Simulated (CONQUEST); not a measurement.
## SnSe under changes of volume

One of the cells (26.676 Å³/atom); the others are scaled copies at fixed shape and fractional positions:

```xyz
8
Lattice="4.1900 0.0000 0.0000 0.0000 4.4600 0.0000 0.0000 0.0000 11.4200" Properties=species:S:1:pos:R:3 pbc="T T T"
Sn    3.1425    4.0541   10.0153
Sn    1.0475    1.8241    7.1147
Sn    3.1425    2.6359    4.3053
Sn    1.0475    0.4059    1.4047
Se    3.1425    4.3886    7.3431
Se    1.0475    2.1586    9.7869
Se    3.1425    2.3014    1.6331
Se    1.0475    0.0714    4.0769
```

```yaml
Program: CONQUEST 1.3
Functional: PBE
Potentials_or_basis: PseudoDojo NC PBE, SZP, grid of 40 × 48 × 108 points
k_mesh: 6 × 6 × 3
Occupations: fermi-dirac, width 0.05 eV
Spin: no spin polarisation
```

| volume (Å³/atom) | energy over the lowest point (meV/atom) | pressure (GPa) | gap on the mesh (eV) | largest force (eV/Å) |
| --- | --- | --- | --- | --- |
| 25.076 | ? | ? | ? | ? |
| 25.609 | 72.50 | 7.8 | 0.62 | 1.084 |
| 26.143 | 49.09 | 6.3 | 0.62 | 0.917 |
| 26.676 | 30.52 | 4.9 | 0.62 | 0.757 |
| 27.210 | 16.43 | 3.6 | 0.63 | 0.612 |
| 27.743 | 6.47 | 2.4 | 0.64 | 0.480 |
| 28.277 | 0.00 | 1.5 | 0.65 | 0.392 |

Question: What does the run at 25.076 Å³/atom give?

Answer: Energy over the lowest point 101.34 meV/atom; pressure 9.5 GPa; gap on the mesh 0.61 eV; largest force 1.268 eV/Å.

Worked out: A Birch-Murnaghan fit of order 3 (a polynomial in V^(-2/3)) to the other rows has its minimum at 29.09 Å³/atom, just outside them, with B0 = V·E''(V) = 47 GPa and B' = 4.3 at fixed shape and positions, which overstates the stiffness. It gives 101.37 meV/atom at 25.076 Å³/atom, against the run's 101.34, and -dE/dV = 9.5 GPa, against 9.5. A straight line through the other rows of the gap, of slope 0.315 eV per unit of ln V, extrapolates to 0.61 eV, against the run's 0.61.

Energies are extrapolated to zero smearing.

Caveats: the atomic basis is small; spin-orbit coupling is left out, which moves the levels of the heavy elements; an odd mesh through Γ misses points on the zone boundary, where band edges often lie; the basis of atomic orbitals isn't converged, which shifts pressures, moduli and gaps; forces of over 1 eV/Å show positions far from the minimum, so gaps and moduli don't describe the material at rest (some runs); this functional lacks dispersion, which binds the layers, so the pressure and a relaxed spacing across them are unreliable (some runs).
